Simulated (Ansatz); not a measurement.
Input and output of a one-shot G0W0 calculation on AlN (rocksalt) (Ansatz 0.2.0, G0W0@r2SCAN with 90 empty bands, a screening cutoff of 180 eV and an 8×8×8 mesh). Cell and atoms come from a relaxation with r2SCAN.

Input file:
```yaml
crystal:
  lattice:
    - [0.0, 2.018868445, 2.018868445]
    - [2.018868445, 0.0, 2.018868445]
    - [2.018868445, 2.018868445, 0.0]
  atoms:
    - { symbol: Al, position: [0.0, 0.0, 0.0] }
    - { symbol: "N", position: [0.5, 0.5, 0.5] }
kpoints:
  mp_grid: { grid: [8, 8, 8] }
hamiltonian:
  xc: r2scan
scf:
  occupations: { method: fixed }
gw:
  n_empty_bands: 90
  ecut_chi: 180
  qp_bands: [v2, c2]
  qp_kpoints: band_edges
  screening: { model: contour_deformation }
```

Wall time 3.7 min on 1 × NVIDIA H100 80GB HBM3 with 1 thread of AMD EPYC 7R13 Processor (Zen 3) (shared host), load about 1.1 per core; peak host memory 1.3 GiB.

Main lines of the log:
```
Functional definition: r2SCAN
Crystal: 2 atoms, lattice volume = 16.457 Å³
Basis set: ecut = 500 eV, 411 PW (Γ)
Bands: 8, of which v1, the nominal top of the filled ones, is band 4 counted from 1 (3 counted from 0)
Symmetry: 48 space group operations
Space group: Fm-3m (ITA 225)
k-points: 29 of 512
SCF iter   1: HF=-928.014393 eV  Δρ=7.49e-3  dr2=9.35e-3
SCF iter   2: HF=-928.147777 eV  Δρ=5.46e-3  dr2=2.99e-3
SCF iter   3: HF=-928.148316 eV  Δρ=1.08e-3  dr2=2.01e-4
SCF iter   4: HF=-928.148339 eV  Δρ=3.40e-4  dr2=2.10e-5
SCF iter   5: HF=-928.148337 eV  Δρ=7.25e-5  dr2=9.27e-7
SCF iter   6: HF=-928.148337 eV  Δρ=1.40e-5  dr2=3.39e-8
SCF 1 converged in 6 iterations: F = -928.148337 eV  dr2 = 3.39e-8
Free energy (F): -928.148337 eV
Fermi energy:    11.096484 eV
--- G₀W₀: contour deformation, 6 samples at zero and on the imaginary axis and 2 off it, 512 q-points, 90 empty bands' worth ---
    ik  band        ε_KS         Σx   Σc(E_QP)       V_xc       Z   E_QP_lin       E_QP  E_QP is
     0     3     11.0965   -22.2360     2.7155   -18.7984  0.8120    10.3716    10.3744  root
     0     4     11.0965   -22.2360     2.7155   -18.7984  0.8120    10.3716    10.3744  root
     0     5     17.6264   -11.8660    -4.5847   -17.1353  0.8281    18.3132    18.3109  root
     0     6     24.0308    -5.2059    -5.0491   -10.5994  0.8390    24.3760    24.3753  root
     1     3     10.8986   -22.1161     2.7541   -18.6203  0.8117    10.1539    10.1569  root
     1     4     10.8986   -22.1161     2.7541   -18.6203  0.8117    10.1539    10.1569  root
     1     5     18.5002   -11.5821    -4.6984   -16.9842  0.8254    19.2066    19.2040  root
     1     6     22.9758    -5.8809    -5.0777   -11.3119  0.8343    23.3299    23.3291  root
     2     3     10.4679   -21.9033     2.8445   -18.2780  0.8108     9.6836     9.6871  root
     2     4     10.4679   -21.9033     2.8445   -18.2780  0.8108     9.6836     9.6871  root
     2     5     18.8197    -9.3221    -4.6892   -14.5561  0.8346    19.3660    19.3645  root
     2     6     23.2935    -8.6423    -5.5721   -14.8466  0.8094    23.9290    23.9257  root
     3     3     10.0884   -21.7565     2.9272   -18.0183  0.8098     9.2735     9.2774  root
     3     4     10.0884   -21.7565     2.9272   -18.0183  0.8098     9.2735     9.2774  root
     3     5     18.2708    -8.6364    -4.5328   -13.6364  0.8404    18.7390    18.7380  root
     3     6     23.4332    -6.9893    -5.1349   -12.6786  0.8344    23.9898    23.9876  root
     4     3      9.9430   -21.7081     2.9593   -17.9273  0.8094     9.1175     9.1215  root
     4     4      9.9430   -21.7081     2.9593   -17.9273  0.8094     9.1175     9.1215  root
     4     5     18.0345    -8.6237    -4.4784   -13.5600  0.8414    18.4934    18.4924  root
     4     6     23.0630    -7.1327    -5.0858   -12.7858  0.8361    23.6325    23.6303  root
     8     3      8.8703   -21.2384     3.1089   -17.2165  0.8069     7.9519     7.9574  root
     8     4      9.6285   -21.6305     3.0147   -17.7642  0.8087     8.7724     8.7768  root
     8     5     19.0297    -8.7289    -4.6141   -13.8515  0.8369    19.5395    19.5382  root
     8     6     21.7896    -7.7000    -5.0193   -13.2567  0.8359    22.3288    22.3270  root
    11     3      9.8159   -21.4968     2.9211   -17.7186  0.8103     8.9544     8.9588  root
    11     4     10.8416   -22.0646     2.7729   -18.5500  0.8114    10.0969    10.1000  root
    11     5     19.5215   -11.1811    -4.9121   -16.8230  0.8217    20.2544    20.2513  root
    11     6     22.0533    -6.2171    -4.9649   -11.5415  0.8356    22.4136    22.4128  root
    12     3      9.4109   -21.6372     3.0485   -17.7047  0.8084     8.5219     8.5268  root
    12     4      9.4109   -21.6372     3.0485   -17.7047  0.8084     8.5219     8.5268  root
    12     5     19.3393    -5.3244    -4.5331   -10.0692  0.8519    19.5511    19.5508  root
    12     6     19.7715   -10.0043    -4.8602   -15.5329  0.8306    20.4424    20.4399  root
    14     3      7.1756   -20.8594     3.4668   -16.3490  0.7997     6.1232     6.1319  root
    14     4      8.9672   -21.5410     3.1444   -17.4870  0.8069     8.0522     8.0576  root
    14     5     18.5470    -7.8016    -4.5340   -12.7566  0.8465    18.9688    18.9679  root
    14     6     21.4825    -8.6718    -5.0660   -14.3531  0.8254    22.1002    22.0977  root
  […]
```

The points are ik 0 = (0, 0, 0) (Γ), ik 1 = (0, 0, 1/8), ik 2 = (0, 0, 1/4), ik 3 = (0, 0, 3/8), ik 4 = (0, 0, -1/2), ik 8 = (0, 1/8, -1/2), ik 11 = (0, 1/8, -1/8), ik 12 = (0, 1/4, 1/4), ik 14 = (0, 1/4, -1/2), ik 17 = (0, 3/8, 3/8), ik 18 = (0, 3/8, -1/2), ik 20 = (0, -1/2, -1/2); band 4 is the last filled one.

G0W0 moves the gap on the mesh from 5.52 eV (r2SCAN) to 6.71 eV (Γ to k = (0, -1/2, -1/2)). Renormalisation factors Z lie between 0.80 and 0.86. G0W0 values are finite-basis, finite-mesh values.

The cell comes from a prototype generator: it can be a known phase or a hypothetical one. Spin polarisation is off.
